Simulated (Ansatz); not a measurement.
# GaAs (F-43m) in Ansatz: further runs

One crystal, GaAs, is run at these levels: r2SCAN+rVV10; tasks: electrostatic potential.

Everything below comes from runs of Ansatz 0.2.0. Logs are shortened: lines on timing, memory, paths and dates and some standing lists are left out, and cuts for length are marked.

### 1 The undisturbed crystal

The structure is cubic, space group F-43m (No. 216). Conventional cell: a = 5.654 Å, b = 5.654 Å, c = 5.654 Å, α = 90.00°, β = 90.00°, γ = 90.00°. As (site symmetry -43m) is surrounded by 4 Ga at 2.45 Å. Ga (site symmetry -43m) has 4 As at 2.45 Å as nearest neighbours.

### 2 Electrostatic potential, r2SCAN+rVV10 (volume scaled by 1.04)

Input file run.py:

```python
import json

import ase.io
import numpy as np

import ansatz as az

atoms = ase.io.read("GaAs.xyz")

calculation = (
    az.Crystal.from_ase(atoms)
    .calculation()
    .kpoints(8, 8, 8)
    .functional("r2scan", dispersion="rvv10")
    .pseudopotentials(kind="paw")
    .occupations(method="fixed")
    .density()
    .potential()
    .output_files(volumetric_format="npy")
    .electron_localization_function()
    .forces()
    .stress()
    .band_table(publish=True)
)
outcome = calculation.run(threads=2, events_out="events.jsonl")

report = outcome.report
for line in open("events.jsonl"):
    event = json.loads(line)
    if event["event"] == "scf_iter":
        d = event["data"]
        print(f"SCF {d['iter']:3d}  HF = {d['harris_foulkes_ev']:.6f} eV  dr2 = {d['dr2_ev']:.2e} eV")
    elif event["event"] in ("relax_step", "md_step"):
        d = event["data"]
        print(f"{event['event']} {d['step']:3d}  E = {d['lagrangian_ev']:.6f} eV")
np.set_printoptions(precision=5, suppress=True, linewidth=110)
print("converged:", report["converged"], "after", report["n_iterations"], "iterations")
print(f"free energy {report['free_energy_ev']:.6f} eV, Fermi level {report['fermi_energy_ev']:.4f} eV")
for key in ("band_edges_ev", "magnetization_mub", "site_moments_mub", "site_moments_nc_mub", "forces_ev_ang",
                "stress_gpa"):
    if report.get(key) is not None:
        print(key, np.array(report[key]), sep="\n")
```

Input file GaAs.xyz:

```xyz
2
Lattice="0.0000000000 2.8640496607 2.8640496607 2.8640496607 0.0000000000 2.8640496607 2.8640496607 2.8640496607 0.0000000000" Properties=species:S:1:pos:R:3 pbc="T T T"
As     4.2960744910      4.2960744910      4.2960744910
Ga     0.0000000000      0.0000000000      0.0000000000
```

Potentials or basis: Ansatz PAW.

Started as:

```console
> python run.py
```

Output:

```text
DeckWarning: basis.ecutwfc = 500 eV, auto-derived from the records' recommended cutoffs: set by As (their level for a meta-GGA)
PlacementWarning: RAYON_NUM_THREADS=2 ignored (pool sized by the plan → 2); use plan(threads=…)
SCF   1  HF = -8653.286590 eV  dr2 = 1.07e-02 eV
SCF   2  HF = -8653.294475 eV  dr2 = 1.68e-03 eV
SCF   3  HF = -8653.294078 eV  dr2 = 4.34e-04 eV
SCF   4  HF = -8653.294226 eV  dr2 = 3.24e-05 eV
SCF   5  HF = -8653.294222 eV  dr2 = 1.36e-06 eV
SCF   6  HF = -8653.294222 eV  dr2 = 6.70e-08 eV
converged: True after 6 iterations
free energy -8653.294222 eV, Fermi level 7.4015 eV
band_edges_ev
[7.40153 8.08915]
magnetization_mub
0.0
forces_ev_ang
[[ 0.  0. -0.]
 [-0.  0. -0.]]
stress_gpa
[[-2.94429 -0.       0.     ]
 [ 0.      -2.94429  0.     ]
 [-0.       0.      -2.94429]]
```

rho_z.tsv:

```text
# z_ang	rho[e/angstrom^3]
# format = ansatz-planar-average/11
# lattice	0.000000000	2.864049661	2.864049661
# lattice	2.864049661	0.000000000	2.864049661
# lattice	2.864049661	2.864049661	0.000000000
# sites	2
# site	33	4.296074491	4.296074491	4.296074491
# site	31	0.000000000	0.000000000	0.000000000
0.000000	1.369207e0
0.112510	1.248073e0
0.225021	9.925148e-1
0.337531	7.050426e-1
0.450042	4.690030e-1
0.562552	3.113473e-1
0.675063	2.181069e-1
0.787573	1.647184e-1
0.900084	1.329413e-1
1.012594	1.131639e-1
1.125105	1.010149e-1
1.237615	9.437279e-2
1.350126	9.201540e-2
1.462636	9.319622e-2
1.575147	9.760090e-2
1.687657	1.052336e-1
1.800168	1.161932e-1
1.912678	1.308914e-1
2.025189	1.509978e-1
2.137699	1.808638e-1
2.250210	2.289392e-1
2.362720	3.081086e-1
2.475231	4.327544e-1
2.587741	6.105694e-1
2.700252	8.310662e-1
2.812762	1.058515e0
2.925273	1.238620e0
3.037783	1.320917e0
3.150294	1.285604e0
3.262804	1.156869e0
3.375315	9.943112e-1
3.487825	8.701845e-1
3.600336	8.447979e-1
3.712846	9.429652e-1
3.825357	1.130833e0
3.937867	1.311489e0
```

v_z.tsv:

```text
# z_ang	v_es[eV]	v_tot[eV]
# format = ansatz-planar-average/11
# xc	r2scan
# density_cutoff_ev	2500
# datasets	As=:simpson_from_first_knot:soft:shift=0	Ga=:simpson_from_first_knot:soft:shift=0
# lattice	0.000000000	2.864049661	2.864049661
# lattice	2.864049661	0.000000000	2.864049661
# lattice	2.864049661	2.864049661	0.000000000
# sites	2
# site	33	4.296074491	4.296074491	4.296074491
# site	31	0.000000000	0.000000000	0.000000000
0.000000	2.345787e0	-9.083648e0
0.112510	3.040171e0	-8.006800e0
0.225021	3.715854e0	-6.885368e0
0.337531	4.330207e0	-5.811331e0
0.450042	4.924852e0	-4.716145e0
0.562552	5.557657e0	-3.514621e0
0.675063	6.250711e0	-2.259077e0
0.787573	7.006415e0	-9.794650e-1
0.900084	7.802370e0	2.463590e-1
1.012594	8.578406e0	1.291167e0
1.125105	9.249120e0	2.116758e0
1.237615	9.746025e0	2.674516e0
1.350126	1.006115e1	2.980458e0
1.462636	1.022420e1	3.135078e0
1.575147	1.024624e1	3.101137e0
1.687657	1.011633e1	2.834961e0
1.800168	9.790317e0	2.336044e0
1.912678	9.241085e0	1.546503e0
2.025189	8.526031e0	5.170627e-1
2.137699	7.773627e0	-5.992436e-1
2.250210	7.118306e0	-1.677625e0
2.362720	6.641818e0	-2.605285e0
2.475231	6.354317e0	-3.355741e0
2.587741	6.205912e0	-3.960128e0
2.700252	6.112321e0	-4.447079e0
2.812762	5.966383e0	-4.947137e0
2.925273	5.651150e0	-5.604770e0
3.037783	5.111425e0	-6.457576e0
3.150294	4.385558e0	-7.462692e0
3.262804	3.566364e0	-8.480557e0
3.375315	2.757628e0	-9.407204e0
3.487825	2.055147e0	-1.019175e1
3.600336	1.546089e0	-1.069815e1
3.712846	1.304775e0	-1.084365e1
3.825357	1.375829e0	-1.061891e1
3.937867	1.748886e0	-1.000205e1
```

It took 5.5 s on 2 threads of Arm Neoverse V2, shared host; peak memory 0.67 GiB.

Results:

```
Free energy            : -8653.2942 eV
Pressure               : -2.9 GPa
Band gap on the k mesh : 0.69 eV, direct
```

Caveat: the PAW data sets were made with another functional, which shifts forces and pressure a little.

### 3 Electrostatic potential, r2SCAN+rVV10 (volume scaled by 1.04)

Input file input.yaml:

```yaml
crystal:
  lattice:
    - [0.0, 2.8640496607, 2.8640496607]
    - [2.8640496607, 0.0, 2.8640496607]
    - [2.8640496607, 2.8640496607, 0.0]
  atoms:
    - { symbol: As, position: [0.75, 0.75, 0.75] }
    - { symbol: Ga, position: [0.0, 0.0, 0.0] }
hamiltonian:
  xc: r2scan
  pseudopotentials: { kind: paw }
  dispersion: rvv10
kpoints:
  mp_grid: { grid: [8, 8, 8] }
scf:
  occupations: { method: fixed }
output:
  forces: true
  stress: true
  eigenvalues: true
  write_density: true
  write_potential: true
  elf: true
  volumetric_format: npy
```

Potentials or basis: Ansatz PAW.

Started as:

```console
> ansatz run input.yaml --threads 2 --pin off --max-ram 5120MiB --backend cpu --events-out ev --progress --plain --runs-dir out
```

Wall time 4.9 s (2 threads of Arm Neoverse V2, shared host); peak memory 0.55 GiB.

It converged, with:

```yaml
Free_energy: -8653.2942 eV
Pressure: -2.9 GPa
Band_gap_on_the_k_mesh: 0.69 eV, direct
```

Levels at points of the mesh, in eV from the valence-band top:
```csv
k point,band 10,band 11,band 12,band 13,band 14,band 15,band 16,band 17,band 18
"(0.00, 0.00, 0.00)",-15.07,-12.93,0.00,0.00,0.00,0.69,4.02,4.02,4.02
"(0.00, 0.00, -0.50)",-15.07,-11.20,-6.61,-1.13,-1.13,1.23,4.96,4.96,8.15
"(0.00, -0.50, -0.50)",-15.06,-10.47,-6.81,-2.65,-2.65,1.77,1.93,10.55,10.55
```

Caveat: the PAW data sets come from PBE, with cores solved anew for the run's functional, which leaves a small shift of forces and pressure.
